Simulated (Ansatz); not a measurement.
# Ge (P6_3/mmc) in Ansatz: further runs

The runs below take Ge through relaxation of cell and atoms, single point, with BLYP+D3(BJ), BLYP+D4, PBE.

Everything below comes from runs of Ansatz 0.2.0. Logs are shortened: lines on timing, memory, paths and dates and some standing lists are left out, and cuts for length are marked.

**1. The crystal as given**

It takes space group P6_3/mmc (No. 194, hexagonal). Conventional cell: a = 3.998 Å, b = 3.998 Å, c = 6.599 Å, α = 90.00°, β = 90.00°, γ = 120.00°. Ge (site symmetry 3m) is surrounded by 4 Ge at 2.45 to 2.47 Å.

This isn't the form of Ge at room conditions, which is diamond.

**2. Relaxation of cell and atoms, BLYP+D3(BJ)**

Contents of input.yaml:

```yaml
crystal:
  lattice:
    - [3.9975858431, 0.0, 0.0]
    - [-1.9987929216, 3.462010894, 0.0]
    - [0.0, 0.0, 6.59937795]
  atoms:
    - { symbol: Ge, position: [0.3333333333, 0.6666666667, 0.93709875] }
    - { symbol: Ge, position: [0.6666666667, 0.3333333333, 0.43709875] }
    - { symbol: Ge, position: [0.3333333333, 0.6666666667, 0.56290125] }
    - { symbol: Ge, position: [0.6666666667, 0.3333333333, 0.06290125] }
hamiltonian:
  xc: blyp
  pseudopotentials: { kind: paw }
  dispersion: d3bj
kpoints:
  mp_grid: { grid: [8, 8, 4] }
scf:
  occupations: { method: fermi_dirac, width: 0.05 }
output:
  forces: true
  stress: true
  eigenvalues: true
relax:
  f_tol: 0.01
  max_steps: 40
  cell: { stress_tol: 0.05 }
```

Potentials or basis: Ansatz PAW.

Started as:

```console
> ansatz run input.yaml --threads 2 --pin off --max-ram 5632MiB --backend cpu --events-out ev --progress --plain --runs-dir out
```

The program printed:

```text
Warning: RAYON_NUM_THREADS=2 ignored (pool sized by the plan → 2); use --threads N
Engine: ansatz 0.2.0, x86_64-unknown-linux-gnu
Pseudopotentials: kind: paw
Pseudopotential: Ge, paw, valence charge 14, recommended cutoff 420 eV (normal), Ge.paw.azcp
Functional definition: BLYP
  parameter beta = 0.0042
  parameter a = 0.04918
  parameter b = 0.132
  parameter c = 0.2533
  parameter d = 0.349
  exchange = b88_x(beta = beta)
  correlation = lyp_c(a = a, b = b, c = c, d = d)
Crystal: 4 atoms, lattice volume = 91.333 Å³
Basis set: ecut = 420 eV, 1763 PW (Γ), exchange–correlation on 54×54×90 points (8 copies of the dense FFT grid, shifted against one another)
Bands: 34, of which v1, the nominal top of the filled ones, is band 28 counted from 1 (27 counted from 0)
Symmetry: 24 space group operations
Space group: P63/mmc (ITA 194), of the structure as read, at distance tolerance 4.5e-5 Å
k-points: 30 of 256
Non-local potential: Ge, projectors of the file, l = 0: 2, l = 1: 2, l = 2: 3, l = 3: 1
PAW form: soft (Blöchl's): semilocal exchange-correlation on the pseudo side does not see the compensation charge
PAW frozen core: Ge, regenerated for the run's functional, and the local potential with it (the file was generated under x = pbe(κ = 0.804, μ = 0.2195149727645171), c = pbe(β = 0.06672455060314922))
PAW one-centre angular grid: Ge, 590 points (default); XC on 64 Gauss nodes
Initial density: superposition of atomic densities (neutral atoms: chi_scale 0, normalization atom), corrected by the library's trained network
Initial wavefunctions: pseudopotential atomic-orbital guess
Functional: x = b88, c = lyp
SCF iter   1: F=—  HF=-17223.328412 eV  |F-HF|=—  |Δ(HF+E_count)|=         —  Δρ=5.88e-3  dr2=3.15e-2  ethr=1.77e-3  ⟨swp⟩=6.1  Hψ=3891  notcnv=0
preconditioner: auto → Resta (q_TF=auto, 2.515 Å⁻¹)  ε∞=2.6  [insulator: Δε(μ)=0.162 eV  Ē_g=22.740 eV  σ=0.050 eV  W_gap=0.66  n_scr=22 (ndim 8)  ℏωp=29.1 eV  f_vac=0.070  D(μ)=0.10/eV (n_scr^D=0)  ε∞_Penn≈2.6]
SCF iter   2: F=—  HF=-17223.317986 eV  |F-HF|=—  |Δ(HF+E_count)|=   1.04e-2  Δρ=3.41e-3  dr2=9.59e-3  ethr=5.62e-5  ⟨swp⟩=1.0  Hψ=1262  notcnv=0  defer=1
SCF iter   3: F=—  HF=-17223.314900 eV  |F-HF|=—  |Δ(HF+E_count)|=   3.09e-3  Δρ=9.37e-4  dr2=4.12e-4  ethr=1.71e-5  ⟨swp⟩=2.0  Hψ=1835  notcnv=0  defer=1
SCF iter   4: F=—  HF=-17223.314296 eV  |F-HF|=—  |Δ(HF+E_count)|=   6.04e-4  Δρ=3.64e-4  dr2=6.39e-5  ethr=7.35e-7  ⟨swp⟩=2.0  Hψ=1831  notcnv=0  defer=1
SCF iter   5: F=—  HF=-17223.314300 eV  |F-HF|=—  |Δ(HF+E_count)|=   3.75e-6  Δρ=1.91e-4  dr2=1.45e-5  ethr=1.14e-7  ⟨swp⟩=2.0  Hψ=1836  notcnv=0  defer=1
SCF iter   6: F=—  HF=-17223.314287 eV  |F-HF|=—  |Δ(HF+E_count)|=   1.24e-5  Δρ=9.18e-5  dr2=3.36e-6  ethr=2.59e-8  ⟨swp⟩=2.0  Hψ=1595  notcnv=0  defer=1
SCF iter   7: F=—  HF=-17223.314284 eV  |F-HF|=—  |Δ(HF+E_count)|=   3.53e-6  Δρ=1.72e-5  dr2=1.08e-7  ethr=5.99e-9  ⟨swp⟩=2.0  Hψ=1835  notcnv=0  defer=1
SCF iter   8: F=-17223.314284 eV  HF=-17223.314284 eV  |F-HF|=8.66e-10  |Δ(HF+E_count)|=   1.18e-7  Δρ=1.12e-6  dr2=4.74e-10  ethr=1.79e-10  ⟨swp⟩=7.1  Hψ=3912  notcnv=0
SCF 1 converged in 8 iterations: F = -17223.314284 eV  dr2 = 4.74e-10
relax step   1: F+E_penalty+E_count = -17223.31428376 eV  Δ(F+E_penalty+E_count) = +0.000e0 eV  max|allowed force component| = 3.578e-2 eV/Å  Δτ_max = 0.0000 Å  P = +1.605 GPa  Ω = 91.333 Å³  (8 SCF iters, dr2 threshold 1.00e-7 eV, accepted)
Crystal: 4 atoms, lattice volume = 93.190 Å³
Basis set: ecut = 420 eV, 1811 PW (Γ), exchange–correlation on 54×54×90 points (8 copies of the dense FFT grid, shifted against one another)
Initial density: handed on by an earlier stage of this run
Initial wavefunctions: those handed on with the density
iter 1 solved again at ethr=2.18e-6 eV; its pass at ethr=3.10e-3 eV (dr2=1.22e-3 eV) is discarded
SCF iter   1: F=—  HF=-17223.325293 eV  |F-HF|=—  |Δ(HF+E_count)|=         —  Δρ=9.64e-4  dr2=1.15e-3  ethr=2.18e-6  ⟨swp⟩=2.3  Hψ=5363  notcnv=0
preconditioner: auto → Resta (q_TF=auto, 2.506 Å⁻¹)  ε∞=2.6  [insulator: Δε(μ)=0.192 eV  Ē_g=22.576 eV  σ=0.050 eV  W_gap=0.74  n_scr=22 (ndim 8)  ℏωp=28.8 eV  f_vac=0.091  D(μ)=0.10/eV (n_scr^D=0)  ε∞_Penn≈2.6]
SCF iter   2: F=—  HF=-17223.325150 eV  |F-HF|=—  |Δ(HF+E_count)|=   1.43e-4  Δρ=5.75e-4  dr2=4.32e-4  ethr=2.06e-6  ⟨swp⟩=1.0  Hψ=1020  notcnv=0
SCF iter   3: F=—  HF=-17223.325103 eV  |F-HF|=—  |Δ(HF+E_count)|=   4.67e-5  Δρ=8.08e-5  dr2=4.03e-6  ethr=7.71e-7  ⟨swp⟩=2.0  Hψ=1260  notcnv=0
[... 22 lines left out ...]
relax step   4: F+E_penalty+E_count = -17223.32573495 eV  Δ(F+E_penalty+E_count) = -7.136e-5 eV  max|allowed force component| = 6.018e-4 eV/Å  Δτ_max = 0.0012 Å  P = -0.003 GPa  Ω = 93.764 Å³  energy of the carried Pulay correction = -4.441e-4 eV  (4 SCF iters, dr2 threshold 2.04e-8 eV, accepted)
Initial wavefunctions: pseudopotential atomic-orbital guess (no wavefunctions were taken with the density)
iter 1 solved again at ethr=1.63e-7 eV; its pass at ethr=3.10e-3 eV (dr2=9.13e-5 eV) is discarded
SCF iter   1: F=—  HF=-17223.289803 eV  |F-HF|=—  |Δ(HF+E_count)|=         —  Δρ=1.11e-3  dr2=2.75e-5  ethr=1.63e-7  ⟨swp⟩=2.3  Hψ=5998  notcnv=0
preconditioner: auto → Resta (q_TF=auto, 2.504 Å⁻¹)  ε∞=2.6  [insulator: Δε(μ)=0.193 eV  Ē_g=22.559 eV  σ=0.050 eV  W_gap=0.74  n_scr=22 (ndim 8)  ℏωp=28.7 eV  f_vac=0.086  D(μ)=0.12/eV (n_scr^D=0)  ε∞_Penn≈2.6]
SCF iter   2: F=—  HF=-17223.315725 eV  |F-HF|=—  |Δ(HF+E_count)|=   2.59e-2  Δρ=5.59e-4  dr2=6.12e-6  ethr=4.91e-8  ⟨swp⟩=3.0  Hψ=1480  notcnv=0
SCF iter   3: F=—  HF=-17223.326054 eV  |F-HF|=—  |Δ(HF+E_count)|=   1.03e-2  Δρ=5.64e-5  dr2=1.85e-7  ethr=1.09e-8  ⟨swp⟩=3.8  Hψ=2035  notcnv=0
SCF iter   4: F=—  HF=-17223.326157 eV  |F-HF|=—  |Δ(HF+E_count)|=   1.03e-4  Δρ=9.61e-6  dr2=3.51e-8  ethr=3.31e-10  ⟨swp⟩=2.0  Hψ=1862  notcnv=0
SCF iter   5: F=—  HF=-17223.326159 eV  |F-HF|=—  |Δ(HF+E_count)|=   1.72e-6  Δρ=1.88e-6  dr2=3.45e-9  ethr=6.27e-11  ⟨swp⟩=2.0  Hψ=1862  notcnv=0
SCF iter   6: F=—  HF=-17223.326159 eV  |F-HF|=—  |Δ(HF+E_count)|=   1.86e-8  Δρ=5.55e-7  dr2=3.79e-10  ethr=6.17e-12  ⟨swp⟩=2.0  Hψ=1255  notcnv=0
SCF iter   7: F=-17223.326159 eV  HF=-17223.326159 eV  |F-HF|=1.46e-11  |Δ(HF+E_count)|=   1.30e-9  Δρ=7.85e-8  dr2=1.05e-11  ethr=1.00e-12  ⟨swp⟩=3.0  Hψ=3873  notcnv=0
SCF 5 converged in 7 iterations: F = -17223.326159 eV  dr2 = 1.05e-11
relax step   5: F+E_penalty+E_count = -17223.32615913 eV  Δ(F+E_penalty+E_count) = -4.242e-4 eV  max|allowed force component| = 5.461e-4 eV/Å  Δτ_max = 0.0000 Å  P = -0.002 GPa  Ω = 93.764 Å³  stress off target by 5.31e-3 GPa  SCF on the basis re-selected at this cell (its energy is not comparable with the rows above)  (7 SCF iters)
basis re-selected at this cell: Δ(F+E_penalty+E_count) = -4.242e-4 eV, ΔP = +0.001 GPa vs the last step (what re-selecting the basis moved, of the pressure what is left beyond the Pulay correction that the steps carried, after the strain that the cell walked since its last selection, with what the two solves' SCF thresholds leave and, on support functions, any second-order correction that the steps lacked; it is no measure of the basis error at this ecutwfc). This SCF's stress stands 5.31e-3 GPa from its target on what of the cell is left free (relax.cell.stress_tol is 5.00e-2 GPa) and its largest allowed force component is 5.46e-4 eV/Å (relax.f_tol is 1.00e-2 eV/Å): within both
SCF converged after 7 iterations
Free energy (F): -17223.326159 eV
Harris-Foulkes:  -17223.326159 eV  (|F-HF|=1.46e-11)
Internal energy: -17223.324966 eV  (E = F + TS)
E sigma→0 (E₀):  -17223.325563 eV
Entropy (-TS):   -0.001193 eV (-0.298 meV/atom)
Fermi energy:    8.545351 eV
--- Per-component energies (eV) ---
  E_band       = -598.942366
  E_kinetic    = 447.730969
  E_local      = -9989.579135  (includes V_loc(G=0)·N_el)
  E_nonlocal   = 1656.226080
  E_hartree    = 4392.967873
  E_xc         = -298.066364
  E_vxc        = -251.454629  (∫ρ·V_xc dr)
  E_paw        = -8125.216247  (= ΣΔE_a)
  E_vpaw       = -1247.802416  (= ΣTr[D̂ρ^β])
  E_aug_tail   = 0.001164  (compensation charges beyond the density's cutoff)
  E_ewald      = -5305.198838
  E_disp       = -2.633141  (pairwise vdW)
  E_core_change = 0.442673  (= ΣΔE_core)
  E_smearing   = -0.001193  (= −TS)
  E_closure    = -0.000000  (closes the sum)
  Σ components = -17223.326159   (vs F -17223.326159, Δ=0.00e0)
--- Forces (eV/Å), atoms counted from 1 ---
  atom   1  Ge     0.00000000    -0.00000000    -0.00054607
  atom   2  Ge     0.00000000     0.00000000    -0.00054607
  atom   3  Ge    -0.00000000    -0.00000000     0.00054607
  atom   4  Ge    -0.00000000     0.00000000     0.00054607
  max |Σ_I F_I| component: 2.54e-17 eV/Å
--- Stress (GPa, compression-positive) ---
       -0.000503      -0.000000       0.000000
        0.000000      -0.000503       0.000000
        0.000000       0.000000      -0.005310
  P = ⅓ Tr σ = -0.0021 GPa (-0.021 kbar)
--- Band table (eV; the first three rows and the last of 30) ---
  k-point 0: bands = ["-16.3281", "-16.3281", "-16.2925", "-16.2924", "-16.2924", "-16.2810", "-16.2669", "-16.2669", "-16.2186", "-16.2186", "-16.1038", "-16.1038", "-16.0899", "-16.0760", "-16.0714", "-16.0714", "-16.0564", "-16.0564", "-16.0274", "-16.0274", "-4.0145", "-2.0723", "1.0792", "7.1655", "7.1655", "8.0842", "8.4106", "8.4381", "8.6866", "8.6866", "10.8797", "10.8797", "11.3274", "13.1015"]
  k-point 1: bands = ["-16.3242", "-16.3242", "-16.3005", "-16.3005", "-16.2903", "-16.2821", "-16.2580", "-16.2580", "-16.2256", "-16.2256", "-16.0985", "-16.0985", "-16.0884", "-16.0786", "-16.0766", "-16.0766", "-16.0507", "-16.0507", "-16.0310", "-16.0310", "-3.8340", "-2.5589", "1.9286", "5.9477", "7.3230", "7.3230", "8.3487", "8.3487", "8.6306", "9.6452", "11.2393", "11.2393", "11.7764", "12.7225"]
  k-point 2: bands = ["-16.3137", "-16.3137", "-16.3137", "-16.3137", "-16.2856", "-16.2856", "-16.2415", "-16.2415", "-16.2415", "-16.2415", "-16.0872", "-16.0872", "-16.0872", "-16.0872", "-16.0841", "-16.0841", "-16.0402", "-16.0402", "-16.0402", "-16.0402", "-3.3125", "-3.3125", "3.7456", "3.7456", "7.7625", "7.7625", "7.7625", "7.7625", "9.1657", "9.1657", "11.9653", "11.9653", "11.9653", "11.9653"]
  k-point 29: bands = ["-16.3405", "-16.3405", "-16.3216", "-16.3216", "-16.2595", "-16.2595", "-16.2021", "-16.2021", "-16.1875", "-16.1875", "-16.1480", "-16.1480", "-16.1252", "-16.1252", "-16.0995", "-16.0995", "-16.0310", "-16.0310", "-16.0087", "-16.0087", "-1.1600", "-1.1600", "0.5728", "0.5728", "4.6844", "4.6844", "6.5770", "6.5770", "9.8344", "9.8344", "12.9524", "12.9524", "13.3499", "13.3499"]
--- Relaxed structure (4 steps of the walk, 4 accepted, 1 SCFs on fresh bases) ---
  F+E_penalty+E_count = -17223.32615913 eV   max|allowed force component| = 5.461e-4 eV/Å   (the final SCF, on the basis selected at the relaxed cell)
  cell:  # Å, volume = 93.7636 Å³
    - [4.0316754910227965, 2.9113673010331115e-11, 0.0]
    - [-2.0158377455366114, 3.4915333950262855, 0.0]
    - [0.0, 0.0, 6.660896736195203]
  atoms:
    - { symbol: Ge, position: [0.3333333333333333, 0.6666666666666666, 0.9368870949394819] }
    - { symbol: Ge, position: [0.6666666666666665, 0.3333333333333333, 0.4368870949394818] }
    - { symbol: Ge, position: [0.3333333333333333, 0.6666666666666666, 0.5631129050605181] }
    - { symbol: Ge, position: [0.6666666666666665, 0.3333333333333333, 0.06311290506051814] }
```

It took 13 s on 2 threads of Intel Xeon Platinum 8488C (Sapphire Rapids), shared host; peak memory 0.47 GiB.

Results:

```
Free energy                            : -17223.3262 eV
Relaxed volume                         : 23.44 Å³/atom
Relaxed cell                           : a = 4.032 Å, b = 4.032 Å, c = 6.661 Å, α = 90.00°, β = 90.00°, γ = 120.00°
Space group after relaxing (to 0.05 Å) : P6_3/mmc (No. 194)
Energy gained by relaxing              : 3.0 meV/atom
Ionic steps                            : 5
Pressure after relaxing                : 0.0 GPa
Band gap on the k mesh                 : 0.19 eV, indirect (least direct gap 0.25 eV)
```

The path:
```
step  energy change (eV)  largest force (eV/Å)  volume (Å³)
   1              0.0000                0.0358        91.33
   2             -0.0108                0.0117        93.19
   3             -0.0114                0.0121        93.77
   4             -0.0115                0.0006        93.76
   5             -0.0119                0.0005        93.76
```

Final structure:
```
Ge
1.0
     4.03168    0.00000    0.00000
    -2.01584    3.49153    0.00000
     0.00000    0.00000    6.66090
Ge
4
Direct
  0.33333 0.66667 0.93689
  0.66667 0.33333 0.43689
  0.33333 0.66667 0.56311
  0.66667 0.33333 0.06311
```

Caveat: the plane-wave basis is chosen anew once the cell has moved, so the energies of steps on either side of that aren't comparable; the PAW data sets come from PBE, with cores solved anew for the run's functional, which leaves a small shift of forces and pressure.

**3. Relaxation of cell and atoms, BLYP+D4**

Changes to input.yaml since step 2:

```diff
@@ -13,3 +13,3 @@
   pseudopotentials: { kind: paw }
-  dispersion: d3bj
+  dispersion: d4
 kpoints:
```

Potentials or basis: Ansatz PAW.

Started as:

```console
> ansatz run input.yaml --threads 2 --pin off --max-ram 5632MiB --backend cpu --events-out ev --progress --plain --runs-dir out
```

Wall time 14 s (2 threads of Intel Xeon Platinum 8488C (Sapphire Rapids), shared host); peak memory 0.47 GiB.

Results (log left out):

- Free energy: -17223.0818 eV
- Relaxed volume: 23.61 Å³/atom
- Relaxed cell: a = 4.042 Å, b = 4.042 Å, c = 6.675 Å, α = 90.00°, β = 90.00°, γ = 120.00°
- Space group after relaxing (to 0.05 Å): P6_3/mmc (No. 194)
- Energy gained by relaxing: 4.9 meV/atom
- Ionic steps: 5
- Pressure after relaxing: 0.0 GPa
- Band gap on the k mesh: 0.19 eV, indirect (least direct gap 0.26 eV)

Step by step:
| step | energy change (eV) | largest force (eV/Å) | volume (Å³) |
| --- | --- | --- | --- |
| 1 | 0.0000 | 0.0347 | 91.33 |
| 2 | -0.0182 | 0.0100 | 93.77 |
| 3 | -0.0189 | 0.0151 | 94.41 |
| 4 | -0.0190 | 0.0004 | 94.42 |
| 5 | -0.0196 | 0.0003 | 94.42 |

Final structure:
```cif
data_structure
_symmetry_space_group_name_H-M 'P 1'
_symmetry_Int_Tables_number 1
_cell_length_a 4.0416
_cell_length_b 4.0416
_cell_length_c 6.6749
_cell_angle_alpha 90.000
_cell_angle_beta 90.000
_cell_angle_gamma 120.000
_cell_volume 94.42
loop_
_atom_site_label
_atom_site_type_symbol
_atom_site_fract_x
_atom_site_fract_y
_atom_site_fract_z
_atom_site_occupancy
Ge1 Ge 0.33333 0.66667 0.93694 1
Ge2 Ge 0.66667 0.33333 0.43694 1
Ge3 Ge 0.33333 0.66667 0.56306 1
Ge4 Ge 0.66667 0.33333 0.06306 1
```

Levels at points of the mesh, in eV from the valence-band top:
| k point | band 24 | band 25 | band 26 | band 27 | band 28 | band 29 | band 30 | band 31 | band 32 | band 33 |
| --- | --- | --- | --- | --- | --- | --- | --- | --- | --- | --- |
| (0.00, 0.00, 0.00) | -1.24 | -1.24 | -0.39 | 0.00 | 0.00 | 0.27 | 0.27 | 2.46 | 2.46 | 2.91 |
| (0.00, 0.00, -0.50) | -4.66 | -0.65 | -0.65 | -0.65 | -0.65 | 0.72 | 0.72 | 3.54 | 3.54 | 3.54 |
| (0.00, -0.50, 0.00) | -6.56 | -4.16 | -2.74 | -2.45 | -1.21 | 0.85 | 1.69 | 3.84 | 3.92 | 4.42 |
| (0.00, -0.50, -0.50) | -7.60 | -2.28 | -2.28 | -2.12 | -2.12 | 0.71 | 0.71 | 2.45 | 2.45 | 6.18 |

Caveat: the plane-wave basis is chosen anew once the cell has moved, so the energies of steps on either side of that aren't comparable; the PAW data sets come from PBE, with cores solved anew for the run's functional, which leaves a small shift of forces and pressure.

**4. Single point, PBE**

Changes to input.yaml since step 3:

```diff
@@ -11,5 +11,4 @@
 hamiltonian:
-  xc: blyp
+  xc: pbe
   pseudopotentials: { kind: paw }
-  dispersion: d4
 kpoints:
@@ -17,3 +16,3 @@
 scf:
-  occupations: { method: fermi_dirac, width: 0.05 }
+  occupations: { method: gaussian, width: 0.029 }
 output:
@@ -22,5 +21 @@
   eigenvalues: true
-relax:
-  f_tol: 0.01
-  max_steps: 40
-  cell: { stress_tol: 0.05 }
```

Started as:

```console
> ansatz run input.yaml --threads 2 --pin off --max-ram 5632MiB --backend cpu --events-out ev --progress --plain --runs-dir out
```

It took 3.1 s on 2 threads of Intel Xeon Platinum 8488C (Sapphire Rapids), shared host; peak memory 0.45 GiB.

The run converged. Its results:

```
Free energy            : -17179.8214 eV
Pressure               : 3.0 GPa
Largest force          : 0.019 eV/Å
Band gap on the k mesh : 0.13 eV, direct
```

Forces in eV/Å, atoms in the order of the input:
```
Ge   0.000  0.000 -0.019
Ge   0.000  0.000 -0.019
Ge   0.000  0.000  0.019
Ge   0.000  0.000  0.019
```

Stress tensor (GPa, compression positive):
```
3.05 0.00 0.00
0.00 3.05 0.00
0.00 0.00 2.82
```

Levels at points of the mesh, in eV from the valence-band top:
```tsv
k point	band 25	band 26	band 27	band 28	band 29	band 30	band 31	band 32
(0.00, 0.00, 0.00)	-1.47	-0.15	-0.07	0.00	0.13	0.13	2.27	2.27
(0.00, 0.00, -0.50)	-0.85	-0.85	-0.85	-0.85	0.70	0.70	3.37	3.37
(0.00, -0.50, 0.00)	-4.56	-3.05	-2.80	-1.44	0.55	1.66	3.58	3.71
(0.00, -0.50, -0.50)	-2.54	-2.54	-2.40	-2.40	0.54	0.54	2.13	2.13
```

A k mesh can miss the band edges. Expect the measured gap to be larger: semilocal functionals such as PBE lack the derivative discontinuity.

**5. Single point, PBE**

Changes to input.yaml since step 4:

```diff
@@ -16,3 +16,3 @@
 scf:
-  occupations: { method: gaussian, width: 0.029 }
+  occupations: { method: gaussian, width: 0.03 }
 output:
```

Started as:

```console
> ansatz run input.yaml --threads 2 --pin off --max-ram 5632MiB --backend cpu --events-out ev --progress --plain --runs-dir out
```

It took 1.9 s on 2 threads of Intel Xeon Platinum 8488C (Sapphire Rapids), shared host; peak memory 0.44 GiB.

The run converged. Its results:

```
Free energy            : -17179.8214 eV
Pressure               : 3.0 GPa
Largest force          : 0.019 eV/Å
Band gap on the k mesh : 0.13 eV, direct
```

Forces in eV/Å, atoms in the order of the input:
```
Ge   0.000  0.000 -0.019
Ge   0.000  0.000 -0.019
Ge   0.000  0.000  0.019
Ge   0.000  0.000  0.019
```

Stress tensor (GPa, compression positive):
```
3.05 0.00 0.00
0.00 3.05 0.00
0.00 0.00 2.82
```

Levels at points of the mesh, in eV from the valence-band top:
```
             k point  band 25  band 26  band 27  band 28  band 29  band 30  band 31  band 32
  (0.00, 0.00, 0.00)    -1.47    -0.15    -0.07     0.00     0.13     0.13     2.27     2.27
 (0.00, 0.00, -0.50)    -0.85    -0.85    -0.85    -0.85     0.70     0.70     3.37     3.37
 (0.00, -0.50, 0.00)    -4.56    -3.05    -2.80    -1.44     0.55     1.66     3.58     3.71
(0.00, -0.50, -0.50)    -2.54    -2.54    -2.40    -2.40     0.54     0.54     2.13     2.13
```

A k mesh can miss the band edges.

**6. The runs side by side**

```csv
task,level,cell,smearing,gap on the mesh (eV),pressure (GPa),relaxed volume (Å³/atom),largest force (eV/Å)
relaxation of cell and atoms,BLYP+D3(BJ),relaxed,fermi-dirac 0.05 eV,0.19,0.0,23.44,-
relaxation of cell and atoms,BLYP+D4,relaxed,fermi-dirac 0.05 eV,0.19,0.0,23.61,-
single point,PBE,as given,gaussian 0.029 eV,0.13,3.0,-,0.02
single point,PBE,as given,gaussian 0.03 eV,0.13,3.0,-,0.02
```

Alike in all rows: potentials or basis Ansatz PAW; no spin polarisation; k mesh 8 × 8 × 4; cutoff (eV) 420.

Caveats: the plane-wave basis is chosen anew once the cell has moved, so the energies of steps on either side of that aren't comparable (some runs); the PAW data sets come from PBE, with cores solved anew for the run's functional, which leaves a small shift of forces and pressure (some runs).

Absolute energies hang on the potentials; compare differences alone.
